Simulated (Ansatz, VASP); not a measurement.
**One calculation of Al2O3 (dscan), two programs**

```
CELL_PARAMETERS angstrom
2.37890 1.37346 4.33074
-2.37890 1.37346 4.33074
0.00000 -2.74691 4.33074
ATOMIC_POSITIONS crystal
Al 0.35184 0.35184 0.35184
Al 0.14816 0.14816 0.14816
Al 0.64816 0.64816 0.64816
Al 0.85184 0.85184 0.85184
O 0.55633 0.94367 0.25000
O 0.25000 0.55633 0.94367
O 0.94367 0.25000 0.55633
O 0.44367 0.05633 0.75000
O 0.75000 0.44367 0.05633
O 0.05633 0.75000 0.44367
```

Alike in both runs: functional r2SCAN; k mesh 6 × 6 × 6; occupations gaussian, width 0.02 eV; no spin polarisation.

Ansatz relaxed the structure, and its values are those at the end. VASP's run is a single point on that final structure, the one shown.

|  | VASP | Ansatz |
| --- | --- | --- |
| version | VASP 6.6.1 | Ansatz 0.2.0 |
| potentials or method | VASP PAW PBE potentials, release 64 (Al, O) | scalar-relativistic, plane waves, PAW |
| plane-wave cutoff (eV) | 520 | 500 |
| valence electrons in the cell | 48 | 48 |

Ansatz gave:

| Quantity | Value |
| --- | --- |
| gap on the k mesh at the Fermi level (eV) | 7.15 |
| least direct gap on the mesh (eV) | 7.15 |
| pressure (GPa) | 0.0 |

**Question.** Estimate VASP's values.

**Answer.** gap on the k mesh at the Fermi level (eV): 7.17; least direct gap on the mesh (eV): 7.17; pressure (GPa): -0.3.

Caveats: the PAW data sets were made with another functional, which shifts forces and pressure a little (VASP). r2SCAN opens gaps a little over a GGA but as a rule still falls short of measured ones. A k mesh can miss the band edges.
